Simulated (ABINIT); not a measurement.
# AlN (F-43m) in ABINIT: settings compared

Aim: see how the results for AlN move with the level of theory and the settings. Levels: PBEsol, PBE+D3(BJ), PW91, LDA-PZ, HCTH407. Tasks: band structure, equation of state.

Everything below comes from runs of ABINIT 10.8.3 (patched build). Logs are shortened: lines on timing, memory, paths and dates and some standing lists are left out, and cuts for length are marked. The log counts tension as positive stress, the text compression.

**1. The crystal as given**

The structure is cubic, space group F-43m (No. 216). The conventional cell has a = 4.368 Å, b = 4.368 Å, c = 4.368 Å, α = 90.00°, β = 90.00°, γ = 90.00°. Al (site symmetry -43m) has 4 N at 1.89 Å as nearest neighbours. Around N (site symmetry -43m) lie 4 Al at 1.89 Å.

Measurements of this composition are mostly on another form, of space group No. 186.

**2. Band structure, PBEsol**

File run.abi:

```
# Datasets: ground state, then fixed potential
ndtset 2

# Pseudopotentials
pp_dirpath "./"
pseudos "Al.GGA_PBE-JTH.xml, N.GGA_PBE-JTH.xml"

# Structure
acell 5.8366710593 5.8366710593 5.8366710593
rprim
     0.0000000000     0.7071067812     0.7071067812
     0.7071067812     0.0000000000     0.7071067812
     0.7071067812     0.7071067812     0.0000000000
ntypat 2
znucl 13 7
natom 2
typat 1 2
xred
     0.0000000000     0.0000000000     0.0000000000
     0.2500000000     0.2500000000     0.2500000000

# Plane-wave basis
ecut 25.0
pawecutdg 47.0

# Exchange and correlation
ixc -116133

# Bands and occupations
occopt 3
tsmear 0.05 eV

# SCF cycle
nstep 100

# Output
iomode 3
prtwf 0
prteig 0
prtebands 0
enunit 1
prtden1 1

# Dataset 1
kptopt1 1
ngkpt1 10 10 10
nshiftk1 1
shiftk1 0.0 0.0 0.0
nband1 8
tolvrs1 1.0e-9

# Dataset 2: bands along G-X-W-K-G-L-U-W-L-K
iscf2 -2
getden2 1
nband2 12
nbdbuf2 2
tolwfr2 1.0e-12
kptopt2 -9
ndivsm2 5
prteig2 1
kptbounds2
     0.0000000000     0.0000000000     0.0000000000
     0.5000000000     0.0000000000     0.5000000000
     0.5000000000     0.2500000000     0.7500000000
     0.3750000000     0.3750000000     0.7500000000
     0.0000000000     0.0000000000     0.0000000000
     0.5000000000     0.5000000000     0.5000000000
     0.6250000000     0.2500000000     0.6250000000
     0.5000000000     0.2500000000     0.7500000000
     0.5000000000     0.5000000000     0.5000000000
     0.3750000000     0.3750000000     0.7500000000
```

Potentials or basis: JTH PAW PBE v2.0.

Command:

```bash
$ abinit run.abi > log 2>&1
```

run.abo:

```text
.Version 10.8.3 of ABINIT
 DATASET    1 : space group F-4 3 m (#216); Bravais cF (face-center cubic)
================================================================================
 Values of the parameters that define the memory need for DATASET  1.
     intxc =       0    ionmov =       0      iscf =      17    lmnmax =       8
     lnmax =       4     mgfft =      30  mpssoang =       2    mqgrid =    3001
     natom =       2  nloc_mem =       2    nspden =       1   nspinor =       1
    nsppol =       1      nsym =      24    n1xccc =       1    ntypat =       2
    occopt =       3   xclevel =       2
       mpw =         866          nfft =       27000          nkpt =          47
 PAW method is used; the additional fine FFT grid is defined by:
   mgfftf=        40    nfftf =     64000
================================================================================
================================================================================

 DATASET    2 : space group F-4 3 m (#216); Bravais cF (face-center cubic)
================================================================================
 Values of the parameters that define the memory need for DATASET  2.
     intxc =       0    ionmov =       0      iscf =      -2    lmnmax =       8
     lnmax =       4     mgfft =      30  mpssoang =       2    mqgrid =    3001
     natom =       2  nloc_mem =       2    nspden =       1   nspinor =       1
    nsppol =       1      nsym =      24    n1xccc =       1    ntypat =       2
    occopt =       3   xclevel =       2
       mpw =         871          nfft =       27000          nkpt =          87
 PAW method is used; the additional fine FFT grid is defined by:
   mgfftf=        40    nfftf =     64000
================================================================================
================================================================================

--------------------------------------------------------------------------------
------------- Echo of variables that govern the present computation ------------
--------------------------------------------------------------------------------
 -outvars: echo values of preprocessed input variables --------
            acell      5.8366710593E+00  5.8366710593E+00  5.8366710593E+00 Bohr
              amu      2.69815390E+01  1.40067400E+01
             ecut      2.50000000E+01 Hartree
           enunit           1
           getden1          0
           getden2          1
             iscf1         17
             iscf2         -2
                       outvar_i_n : Printing only first  50 k-points.
              ixc     -116133
           jdtset        1    2
                       outvar_i_n : Printing only first  50 k-points.
           kptopt1          1
           kptopt2         -9
         kptrlatt       10    0    0      0   10    0      0    0   10
          kptrlen1     5.83667106E+01
          kptrlen2     3.00000000E+01
            natom           2
            nband1          8
            nband2         12
           nbdbuf1          0
           nbdbuf2          2
           ndtset           2
           ndivsm1          0
           ndivsm2          5
            ngfft          30      30      30
          ngfftdg          40      40      40
             nkpt1         47
             nkpt2         87
            nstep         100
             nsym          24
           ntypat           2
           occopt           3
        pawecutdg      4.70000000E+01 Hartree
         pawxcdev           0
        prtebands           0
           prteig1          0
           prteig2          1
            prtwf           0
            rprim      0.0000000000E+00  7.0710678120E-01  7.0710678120E-01
                       7.0710678120E-01  0.0000000000E+00  7.0710678120E-01
                       7.0710678120E-01  7.0710678120E-01  0.0000000000E+00
           shiftk1     0.00000000E+00  0.00000000E+00  0.00000000E+00
           shiftk2     5.00000000E-01  5.00000000E-01  5.00000000E-01
          spgroup         216
           tolvrs1     1.00000000E-09
           tolvrs2     0.00000000E+00
           tolwfr1     0.00000000E+00
           tolwfr2     1.00000000E-12
           tsmear      1.83746611E-03 Hartree
            typat      1  2
           useylm           1
                       outvars : Printing only first  50 k-points.
           xangst      0.0000000000E+00  0.0000000000E+00  0.0000000000E+00
                       1.0919967791E+00  1.0919967791E+00  1.0919967791E+00
            xcart      0.0000000000E+00  0.0000000000E+00  0.0000000000E+00
                       2.0635748428E+00  2.0635748428E+00  2.0635748428E+00
             xred      0.0000000000E+00  0.0000000000E+00  0.0000000000E+00
                       2.5000000000E-01  2.5000000000E-01  2.5000000000E-01
            znucl       13.00000    7.00000

[... 208 lines left out ...]
- sigma(3 3)= -2.29272370E+00  sigma(2 1)=  0.00000000E+00

================================================================================
== DATASET  2 ==================================================================

--- !DatasetInfo
iteration_state: {dtset: 2, }
dimensions: {natom: 2, nkpt: 87, mband: 12, nsppol: 1, nspinor: 1, nspden: 1, mpw: 871, }
cutoff_energies: {ecut:  25.0, pawecutdg:  47.0, }
electrons: {nelect:   8.00000000E+00, charge:   0.00000000E+00, occopt:   3.00000000E+00, tsmear:   1.83746611E-03, }
meta: {optdriver: 0, ionmov: 0, optcell: 0, iscf: -2, paral_kgb: 0, }
...

 mkfilename : getden/=0, take file _DEN from output of DATASET   1.

 Real(R)+Recip(G) space primitive vectors, cartesian coordinates (Bohr,Bohr^-1):
 R(1)=  0.0000000  4.1271497  4.1271497  G(1)= -0.1211490  0.1211490  0.1211490
 R(2)=  4.1271497  0.0000000  4.1271497  G(2)=  0.1211490 -0.1211490  0.1211490
 R(3)=  4.1271497  4.1271497  0.0000000  G(3)=  0.1211490  0.1211490 -0.1211490
 Unit cell volume ucvol=  1.4059849E+02 bohr^3
 Angles (23,13,12)=  6.00000000E+01  6.00000000E+01  6.00000000E+01 degrees

 Coarse grid specifications (used for wave-functions):

 getcut: wavevector=  0.0000  0.0000  0.0000  ngfft=  30  30  30
         ecut(hartree)=     25.000   => boxcut(ratio)=   2.28614

 getcut : COMMENT -
  Note that boxcut > 2.2 ; recall that boxcut=Gcut(box)/Gcut(sphere) = 2
  is sufficient for exact treatment of convolution.
  Such a large boxcut is a waste : you could raise ecut
  e.g. ecut=   32.665240 Hartrees makes boxcut=2

 Fine grid specifications (used for densities):

 getcut: wavevector=  0.0000  0.0000  0.0000  ngfft=  40  40  40
         ecut(hartree)=     47.000   => boxcut(ratio)=   2.22065

 getcut : COMMENT -
  Note that boxcut > 2.2 ; recall that boxcut=Gcut(box)/Gcut(sphere) = 2
  is sufficient for exact treatment of convolution.
  Such a large boxcut is a waste : you could raise ecut
  e.g. ecut=   57.942777 Hartrees makes boxcut=2
[... 425 lines left out ...]
  4.80E-13  1.91E-13  3.87E-13  2.90E-13  1.99E-13  9.83E-13  1.32E-13  2.95E-13
  3.46E-13  6.23E-13  8.78E-09  3.23E-06
 -1.9815E-01  8.5090E-02  1.3618E-01  2.1362E-01  4.6887E-01  6.2392E-01
  7.1637E-01  7.4756E-01  8.3416E-01  9.5974E-01  1.1325E+00  1.1682E+00
 Non-SCF case, kpt   86 (  0.38889  0.38889  0.72222), residuals and eigenvalues=
  7.39E-13  1.52E-13  1.80E-13  6.61E-13  1.42E-13  1.53E-13  1.00E-13  7.96E-13
  7.61E-13  4.09E-13  1.63E-07  9.39E-07
 -1.9525E-01  9.6158E-02  1.2225E-01  2.0936E-01  4.5399E-01  6.2667E-01
  7.2566E-01  7.6210E-01  8.1987E-01  9.6920E-01  1.1565E+00  1.1879E+00
 Non-SCF case, kpt   87 (  0.37500  0.37500  0.75000), residuals and eigenvalues=
  2.75E-13  2.96E-13  6.70E-13  2.43E-13  1.42E-13  9.21E-13  6.55E-13  1.68E-13
  7.49E-13  9.15E-13  4.97E-07  2.47E-03
 -1.9361E-01  9.8695E-02  1.2096E-01  2.0582E-01  4.4191E-01  6.2376E-01
  7.3383E-01  7.7332E-01  8.1166E-01  9.8508E-01  1.1582E+00  1.2204E+00

--- !ResultsGS
iteration_state: {dtset: 2, }
comment   : Summary of ground state results
lattice_vectors:
- [  0.0000000,   4.1271497,   4.1271497, ]
- [  4.1271497,   0.0000000,   4.1271497, ]
- [  4.1271497,   4.1271497,   0.0000000, ]
lattice_lengths: [   5.83667,    5.83667,    5.83667, ]
lattice_angles: [ 60.000,  60.000,  60.000, ] # degrees, (23, 13, 12)
lattice_volume:   1.4059849E+02
convergence: {deltae:  0.000E+00, res2:  0.000E+00, residm:  9.998E-13, diffor:  0.000E+00, }
etotal    :  -1.21995940E+01
entropy   :   0.00000000E+00
fermie    :   3.06980870E-01
cartesian_stress_tensor: null
pressure_GPa: null
xred      :
- [  0.0000E+00,   0.0000E+00,   0.0000E+00, Al]
- [  2.5000E-01,   2.5000E-01,   2.5000E-01,  N]
cartesian_forces: null
force_length_stats: {min: null, max: null, mean: null, }
...

 Integrated electronic density in atomic spheres:
 ------------------------------------------------
 Atom  Sphere_radius  Integrated_density
    1        1.90363          0.90275163
    2        1.20497          2.62699490

================================================================================

 ----iterations are completed or convergence reached----

 Mean square residual over all n,k,spin=   39.585E-14; max=  99.981E-14
 reduced coordinates (array xred) for    2 atoms
       0.000000000000      0.000000000000      0.000000000000
       0.250000000000      0.250000000000      0.250000000000

 cartesian coordinates (angstrom) at end:
    1      0.00000000000000     0.00000000000000     0.00000000000000
    2      1.09199677907883     1.09199677907883     1.09199677907883
 length scales=  5.836671059300  5.836671059300  5.836671059300 bohr
              =  3.088633310023  3.088633310023  3.088633310023 angstroms
 Eigenvalues (   eV  ) for nkpt=  87  k points:
 kpt#   1, nband= 12, wtk=  1.00000, kpt=  0.0000  0.0000  0.0000 (reduced coord)
  -7.98767    6.99787    6.99787    6.99787   11.09559   19.42139   19.42139   19.42139
  24.60603   24.60603   25.92843   25.92843
 kpt#   2, nband= 12, wtk=  1.00000, kpt=  0.0357  0.0000  0.0357 (reduced coord)
  -7.96221    6.87293    6.96961    6.96961   11.23173   19.33258   19.45882   19.45882
  23.81227   24.64462   26.00890   26.00892
 kpt#   3, nband= 12, wtk=  1.00000, kpt=  0.0714  0.0000  0.0714 (reduced coord)
  -7.88628    6.54372    6.88744    6.88744   11.58854   19.08507   19.56856   19.56856
  22.54789   24.76036   26.24937   26.24937
 kpt#   4, nband= 12, wtk=  1.00000, kpt=  0.1071  0.0000  0.1071 (reduced coord)
  -7.76145    6.09517    6.75842    6.75842   12.05971   18.72504   19.74357   19.74357
  21.28172   24.95305   26.64655   26.64656
 kpt#   5, nband= 12, wtk=  1.00000, kpt=  0.1429  0.0000  0.1429 (reduced coord)
  -7.59019    5.59336    6.59329    6.59329   12.53626   18.30822   19.97416   19.97416
  20.12886   25.22259   27.19486   27.19486
 kpt#   6, nband= 12, wtk=  1.00000, kpt=  0.1786  0.0000  0.1786 (reduced coord)
  -7.37636    5.07697    6.40393    6.40393   12.90282   17.89118   19.18000   20.24920
[... 230 lines left out ...]
  -5.59469    1.72513    4.71455    6.07914   13.76894   16.26856   19.20847   19.40704
  23.77920   26.08219   28.48999   31.46286
 kpt#  84, nband= 12, wtk=  1.00000, kpt=  0.4167  0.4167  0.6667 (reduced coord)
  -5.49034    2.00433    4.18965    5.94301   13.23391   16.70252   19.31573   19.88428
  23.20269   26.02833   29.65567   31.61952
 kpt#  85, nband= 12, wtk=  1.00000, kpt=  0.4028  0.4028  0.6944 (reduced coord)
  -5.39194    2.31543    3.70568    5.81300   12.75860   16.97769   19.49345   20.34202
  22.69878   26.11585   30.81642   31.78930
 kpt#  86, nband= 12, wtk=  1.00000, kpt=  0.3889  0.3889  0.7222 (reduced coord)
  -5.31303    2.61658    3.32650    5.69686   12.35373   17.05260   19.74622   20.73774
  22.30980   26.37338   31.47128   32.32507
 kpt#  87, nband= 12, wtk=  1.00000, kpt=  0.3750  0.3750  0.7500 (reduced coord)
  -5.26846    2.68562    3.29143    5.60073   12.02506   16.97338   19.96852   21.04314
  22.08638   26.80527   31.51596   33.20979

== END DATASET(S) ==============================================================
================================================================================

 -outvars: echo values of variables after computation  --------
            acell      5.8366710593E+00  5.8366710593E+00  5.8366710593E+00 Bohr
           etotal1    -1.2199593955E+01
            fcart1     1.6310561939E-29  1.6310561939E-29 -4.8931685816E-29
                      -1.6310561939E-29 -1.6310561939E-29  4.8931685816E-29
            rprim      0.0000000000E+00  7.0710678120E-01  7.0710678120E-01
                       7.0710678120E-01  0.0000000000E+00  7.0710678120E-01
                       7.0710678120E-01  7.0710678120E-01  0.0000000000E+00
           strten1    -7.7928094538E-05 -7.7928094538E-05 -7.7928094538E-05
                       0.0000000000E+00  0.0000000000E+00  0.0000000000E+00
           xangst      0.0000000000E+00  0.0000000000E+00  0.0000000000E+00
                       1.0919967791E+00  1.0919967791E+00  1.0919967791E+00
             xred      0.0000000000E+00  0.0000000000E+00  0.0000000000E+00
                       2.5000000000E-01  2.5000000000E-01  2.5000000000E-01
 Calculation completed.
```

It took 25 s on 1 thread of Arm Neoverse V2, shared host; peak memory 0.12 GiB.

What came out:

- Free energy: -331.9679 eV
- Band gap on the k mesh: 3.16 eV, indirect (least direct gap 4.10 eV)
- Valence electrons inside the program's atomic spheres: Al 0.90; N 2.63

Levels at the corners of the path, in eV from the valence-band top:
```csv
point,band 1,band 2,band 3,band 4,band 5,band 6,band 7,band 8,band 9
Γ,-14.99,0.00,0.00,0.00,4.10,12.42,12.42,12.42,17.61
X,-12.25,-4.97,-1.81,-1.81,3.16,8.46,13.84,15.60,15.60
W,-12.19,-3.83,-3.50,-2.76,5.93,11.27,11.84,12.09,17.11
K,-12.27,-4.31,-3.71,-1.40,5.03,9.98,12.97,14.05,15.09
Γ,-14.99,0.00,0.00,0.00,4.10,12.42,12.42,12.42,17.61
L,-12.90,-5.94,-0.49,-0.49,7.25,9.75,11.01,11.01,17.80
U,-12.27,-4.31,-3.71,-1.40,5.03,9.98,12.97,14.05,15.09
W,-12.19,-3.83,-3.50,-2.76,5.93,11.27,11.84,12.09,17.11
L,-12.90,-5.94,-0.49,-0.49,7.25,9.75,11.01,11.01,17.80
K,-12.27,-4.31,-3.71,-1.40,5.03,9.98,12.97,14.05,15.09
```

Caveat: the cutoff is too short for stress, so the log's stress isn't used; the PAW data sets were made with another functional, which shifts forces and pressure a little.

(Part 1 of 2 ends here.)
